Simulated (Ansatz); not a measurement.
Here is an Ansatz 0.2.0 calculation.

File input.yaml:

```yaml
crystal:
  lattice: { a: 3.4485597718, b: 3.4485597718, c: 3.4485597718, alpha: 60.0, beta: 60.0, gamma: 60.0 }
  atoms:
    - { symbol: "Y", position: [0.0, 0.0, 0.0], spin: 1.0 }
    - { symbol: "N", position: [0.5, 0.5, 0.5] }
kpoints:
  mp_grid: { grid: [9, 9, 9] }
scf:
  occupations: { method: gaussian, width: 0.15 }
hamiltonian:
  xc: pbesol
  dispersion: d3bj
  pseudopotentials: { kind: all_electron, datasets: crystal }
magnetization:
  spin_polarized: true
  initial_magnetization: 1.0
  spin_locking: { lock_magnetization: hard }
output: {}
phonons:
  method: fd
  supercell: [1, 1, 1]
```

Potentials or basis: all-electron PAW datasets made for the crystal.

Launch:

```sh
$ ansatz run input.yaml --threads 1 --pin off --max-ram 2560MiB --backend cpu --events-out ev --progress --plain --runs-dir out
```

Q: What does it give for the highest phonon frequency at Γ, LO-TO splitting left out?

A: 387 cm⁻¹.

Phonon frequencies in cm⁻¹ (negative: imaginary):
```
              q point        frequencies
(0.000, 0.000, 0.000)  0 0 0 387 387 387
```

Caveat: the total moment is fixed, so each spin has its own Fermi level.
